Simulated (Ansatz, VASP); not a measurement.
**One calculation of Tc, two programs**

Contents of INCAR:

```
SYSTEM = Tc
ALGO = Fast ; EDIFF = 1E-6
ENCUT = 520 ; GGA = PS
ISIF = 2 ; ISMEAR = 0
LASPH = .True. ; LCHARG = .False.
LREAL = .False. ; LWAVE = .False.
NBANDS = 20 ; NELM = 80
PREC = Accurate ; SIGMA = 0.05
```

Contents of KPOINTS:

```
k-points
0
Gamma
  18 18 10
  0 0 0
```

File POSCAR:

```
Tc
1.0
    2.7242149808      0.0000000000      0.0000000000
   -1.3621074904      2.3592393787      0.0000000000
    0.0000000000      0.0000000000      4.3557473420
Tc
2
Direct
    0.3333333333      0.6666666667      0.2500000000
    0.6666666667      0.3333333333      0.7500000000
```

Input for Ansatz:

```yaml
crystal:
  lattice:
    - [2.7242149808, 0.0, 0.0]
    - [-1.3621074904, 2.3592393787, 0.0]
    - [0.0, 0.0, 4.355747342]
  atoms:
    - { symbol: Tc, position: [0.3333333333, 0.6666666667, 0.25] }
    - { symbol: Tc, position: [0.6666666667, 0.3333333333, 0.75] }
basis:
  ecutwfc: 600
  ecutrho_ratio: 5
kpoints:
  mp_grid: { grid: [18, 18, 10] }
  band_path:
    path:
      - [[0.0, 0.0, 0.0], [0.5, 0.0, 0.0], [0.33333333, 0.33333333, 0.0], [0.0, 0.0, 0.0], [0.0, 0.0, 0.5], [0.5, 0.0, 0.5], [0.33333333, 0.33333333, 0.5], [0.0, 0.0, 0.5]]
      - [[0.5, 0.0, 0.5], [0.5, 0.0, 0.0]]
      - [[0.33333333, 0.33333333, 0.5], [0.33333333, 0.33333333, 0.0]]
    npoints: 14
hamiltonian:
  xc: pbesol
scf:
  occupations: { method: gaussian, width: 0.05 }
  n_extra_bands: 13
output:
  forces: true
  stress: true
  eigenvalues: true
  populations: true
  dos: { projected: true, de: 0.02, nscf_kmesh: { grid: [27, 27, 15] } }
  bader: true
```

Alike in both runs: task single point; functional PBEsol; k mesh 18 × 18 × 10; occupations gaussian, width 0.05 eV; no spin polarisation.

|  | VASP | Ansatz |
| --- | --- | --- |
| version | VASP 6.6.1 | Ansatz 0.2.0 |
| potentials or method | VASP PAW PBE potentials, release 64 (Tc_pv) | scalar-relativistic, plane waves, PAW |
| plane-wave cutoff (eV) | 520 | 600 |
| valence electrons in the cell | 26 | 30 |

|  | VASP | Ansatz | Ansatz less VASP |
| --- | --- | --- | --- |
| gap on the k mesh at the Fermi level (eV) | none | none | - |
| pressure (GPa) | -0.7 | 0.0 | +0.66 |

A gap of «none» marks a metal or a gap that the smearing closes. The two sets of potentials don't hold the same shells in valence.

Caveats: the PAW data sets were made with another functional, which shifts forces and pressure a little (VASP).
